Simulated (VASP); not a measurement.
Input of a VASP 6.6.1 run:

POSCAR

```
Sn                                      
1.0
    0.0000000000      3.2685833785      3.2685833785
    3.2685833785      0.0000000000      3.2685833785
    3.2685833785      3.2685833785      0.0000000000
  Sn            
     2
Direct
     0.0000000000000000    0.0000000000000000    0.0000000000000000
     0.2500000000000000    0.2500000000000000    0.2500000000000000
```

Contents of INCAR.step1:

```
SYSTEM = Sn
PREC     = Accurate       ! precision mode
ENCUT    = 520            ! plane-wave cutoff, eV
EDIFF    = 1E-5           ! SCF threshold, eV
ISMEAR   = 0              ! smearing method
SIGMA    = 0.03           ! smearing width, eV
LREAL    = .False.        ! projectors in reciprocal space
LASPH    = .True.         ! aspherical terms in the spheres
NELM     = 80             ! most SCF steps
ALGO     = Normal         ! electronic algorithm
ISIF     = 2              ! what is computed and relaxed
LWAVE    = .True.         ! write WAVECAR
LCHARG   = .False.        ! write CHGCAR
MAGMOM   = 0 0 0 0 0 0    ! initial moments
LORBIT   = 11             ! projections on sites
LSORBIT  = .True.         ! spin-orbit coupling
GGA_COMPAT= .False.      
NBANDS   = 42             ! bands
KPAR     = 8            
GGA      = PE             ! functional
```

File INCAR.step2:

```
SYSTEM = Sn
PREC     = Accurate       ! precision mode
ENCUT    = 520            ! plane-wave cutoff, eV
EDIFF    = 1E-6           ! SCF threshold, eV
ISMEAR   = 0              ! smearing method
SIGMA    = 0.03           ! smearing width, eV
LREAL    = .False.        ! projectors in reciprocal space
LASPH    = .True.         ! aspherical terms in the spheres
NELM     = 80             ! most SCF steps
ALGO     = Normal         ! electronic algorithm
ISIF     = 2              ! what is computed and relaxed
LWAVE    = .False.        ! write WAVECAR
LCHARG   = .False.        ! write CHGCAR
MAGMOM   = 0 0 0 0 0 0    ! initial moments
LORBIT   = 11             ! projections on sites
LSORBIT  = .True.         ! spin-orbit coupling
GGA_COMPAT= .False.      
GGA      = PE             ! functional
LHFCALC  = .True.         ! exact exchange
HFSCREEN = 0.2            ! screening, 1/A
PRECFOCK = Fast         
NBANDS   = 42             ! bands
KPAR     = 8            
ISTART   = 1
```

Contents of KPOINTS:

```
Automatic mesh
0
Gamma
  4 4 4
  0 0 0
```

File KPOINTS_OPT:

```
explicit points
9
Reciprocal
 0.0000000000  0.0000000000  0.0000000000 1
 0.3750000000  0.3750000000  0.7500000000 1
 0.5000000000  0.5000000000  0.5000000000 1
 0.6250000000  0.2500000000  0.6250000000 1
 0.5000000000  0.2500000000  0.7500000000 1
 0.5000000000  0.0000000000  0.5000000000 1
 0.4000000000  0.0000000000  0.4000000000 1
 0.4250000000  0.0000000000  0.4250000000 1
 0.4500000000  0.0000000000  0.4500000000 1
```

Potentials or basis: VASP PAW PBE potentials, release 64 (Sn_d).

Command:

```sh
$ cat potpaw_PBE.64/Sn_d/POTCAR > POTCAR
$ cp INCAR.step1 INCAR
$ mpirun -np 8 vasp_ncl > vasp.out
$ cp INCAR.step2 INCAR
$ mpirun -np 8 vasp_ncl > vasp.out
```

What does it give for the pressure?

0.8 GPa.

Caveat: the k mesh is coarse (spacing up to 0.42 Å⁻¹), so the values aren't converged, least of all with exact exchange; the PAW data sets were made with another functional, which shifts forces and pressure a little.
